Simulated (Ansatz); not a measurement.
A run of Ansatz 0.2.0 is set up as follows.

File input.yaml:

```yaml
crystal:
  lattice:
    - [-1.8921, 1.8921, 4.7573]
    - [1.8921, -1.8921, 4.7573]
    - [1.8921, 1.8921, -4.7573]
  atoms:
    - { symbol: Ti, position: [0.75, 0.25, 0.5] }
    - { symbol: Ti, position: [0.0, 0.0, 0.0] }
    - { symbol: O, position: [0.7919, 0.7919, 0.0] }
    - { symbol: O, position: [0.5419, 0.0419, 0.5] }
    - { symbol: O, position: [0.9581, 0.4581, 0.5] }
    - { symbol: O, position: [0.2081, 0.2081, 0.0] }
hamiltonian:
  xc: pbe
  pseudopotentials: { kind: nc, accuracy: standard }
kpoints:
  mp_grid: { grid: [10, 10, 10] }
scf:
  occupations: { method: fermi_dirac, width: 0.05 }
output:
  forces: true
  stress: true
  eigenvalues: true
  write_density: true
  write_potential: true
  elf: true
  volumetric_format: npy
relax:
  f_tol: 0.01
  max_steps: 40
  cell: { stress_tol: 0.05 }
```

Potentials or basis: PseudoDojo standard (PBE files).

Launch:

```bash
$ ansatz run input.yaml --threads 2 --pin off --max-ram 5632MiB --backend cpu --events-out ev --progress --plain --runs-dir out
```

Predict the relaxed cell.

a = 5.540 Å, b = 5.540 Å, c = 5.540 Å, α = 139.93°, β = 139.93°, γ = 57.96°.

Predict the relaxed volume.

11.64 Å³/atom.

Forces on the atoms (eV/Å):
```
Ti   0.000  0.000  0.000
Ti   0.000  0.000  0.000
O    0.000  0.000  0.007
O    0.000  0.000  0.007
O    0.000  0.000 -0.007
O    0.000  0.000 -0.007
```

Caveat: the plane-wave basis is chosen anew once the cell has moved, so the energies of steps on either side of that aren't comparable. Zero-point motion and thermal expansion aren't in these numbers.
